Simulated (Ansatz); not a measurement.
**Infrared modes and screening in AlN (zincblende)**

Perturbation theory with PBEsol in the PAW code Ansatz on the PBEsol cell, ground state and force constants on an 8×8×8 mesh. Calculated for a static, non-magnetic cell.

The symmetry is F-43m (No. 216, cubic); a = 4.378 Å in the conventional setting, 10.49 Å³ an atom. Around Al lie 4 N at 1.90 Å; around N lie 4 Al at 1.90 Å.

```xyz
2
Lattice="0.0000 2.1888 2.1888 2.1888 0.0000 2.1888 2.1888 2.1888 0.0000" Properties=species:S:1:pos:R:3 pbc="T T T"
Al    0.0000    0.0000    0.0000
N     1.0944    1.0944    1.0944
```

Optical modes without the longitudinal term:
```csv
ω (cm⁻¹),degeneracy,"IR intensity, summed over the level ((D/Å)²/amu)"
648,3,48.73
```

The optical mode at Γ lies at 648 cm⁻¹ without the longitudinal term. With the long-range field the highest mode reaches 881 cm⁻¹.

ε∞: 4.65 in all directions. With the ions relaxed, ε⁰ is 8.6 in all directions. Born charges, averaged over directions: Al +2.55, N -2.55 e.

With one polar mode in a cubic crystal the Lyddane-Sachs-Teller relation applies: (ω_LO/ω_TO)² = (880.9/648.5)² = 1.846, and ε⁰/ε∞ = 8.574/4.646 = 1.846. The refractive index √ε∞ is 2.16.

For comparison, on the r2SCAN cell the mean ε∞ is 4.26 with r2SCAN (ground state on 8×8×8; least gap 3.94 eV), 4.58 with PBE (ground state on 8×8×8; least gap 3.33 eV).
